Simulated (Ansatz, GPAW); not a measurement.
This is a calculation of Cd for Ansatz 0.2.0. This isn't the form of Cd at room conditions, which is hcp.

The input input.yaml:

```yaml
crystal:
  lattice:
    - [-1.784322, 1.784322, 1.784322]
    - [1.784322, -1.784322, 1.784322]
    - [1.784322, 1.784322, -1.784322]
  atoms:
    - { symbol: Cd, position: [0.0, 0.0, 0.0] }
hamiltonian:
  xc: pbesol
  pseudopotentials: { kind: paw }
kpoints:
  mp_grid: { grid: [10, 10, 10] }
scf:
  occupations: { method: gaussian, width: 0.05 }
output:
  forces: true
  stress: true
  eigenvalues: true
  write_density: true
  write_potential: true
  elf: true
  volumetric_format: npy
```

Potentials or basis: Ansatz PAW.

Launch:

```sh
$ ansatz run input.yaml --threads 1 --pin off --max-ram 3584MiB --backend cpu --events-out ev --progress --plain --runs-dir out
```

Question: What does the same run look like in GPAW 26.7.0 (ASE script)? Potentials or basis there: PAW data sets generated for this functional, cutoff 600 eV.

Answer: As run (cutoffs and basis follow the program's own potentials, and thresholds, step limits or extra output files can differ):

The input run.py:

```python
from ase import Atoms
from ase.dft.bandgap import bandgap
from ase.io import write
from ase.units import GPa
from gpaw import GPAW, PW, setup_paths

setup_paths.insert(0, '.')

atoms = Atoms(['Cd'],
              cell=[[-1.784322, 1.784322, 1.784322],
                    [1.784322, -1.784322, 1.784322],
                    [1.784322, 1.784322, -1.784322]],
              scaled_positions=[[0.0, 0.0, 0.0]],
              pbc=True)

calc = GPAW(mode=PW(600),
            xc='PBEsol',
            kpts={'size': (10, 10, 10), 'gamma': True},
            occupations={'name': 'methfessel-paxton', 'order': 0, 'width': 0.05},
            nbands=13,
            convergence={'density': 1e-05, 'energy': 1e-05},
            maxiter=150,
            txt='gpaw.txt')
atoms.calc = calc
energy = atoms.get_potential_energy()
forces = atoms.get_forces()
stress = atoms.get_stress()
calc.write('gs.gpw')
write('result.traj', atoms)
print(f'Energy: {energy:.6f} eV')
print('Forces (eV/A):')
print(forces.round(4))
print('Stress (GPa):', (stress / GPa).round(3))
print('Fermi level:', round(calc.get_fermi_level(), 4), 'eV')
print(f'Gap: {bandgap(calc)[0]:.4f} eV, direct: {bandgap(calc, direct=True)[0]:.4f} eV')
```

Potentials or basis: PAW data sets generated in the run's folder for this functional, pw.

The run is started by

```bash
$ gpaw-setup -f PBEsol Cd
$ OMP_NUM_THREADS=1 python run.py
```

Both were run:

|  | Ansatz | GPAW |
| --- | --- | --- |
| Pressure | -2.8 GPa | -3.3 GPa |

Ansatz's pressure holds a Pulay term of +0.04 GPa for its cutoff of 420 eV, which the other run lacks.

The potentials hold 20 and 12 valence electrons a cell.

Ansatz's potentials were made for PBE.

Where Ansatz's input types no cutoff or centring, it takes its own default and a Γ-centred mesh.

Pressure is positive in compression.
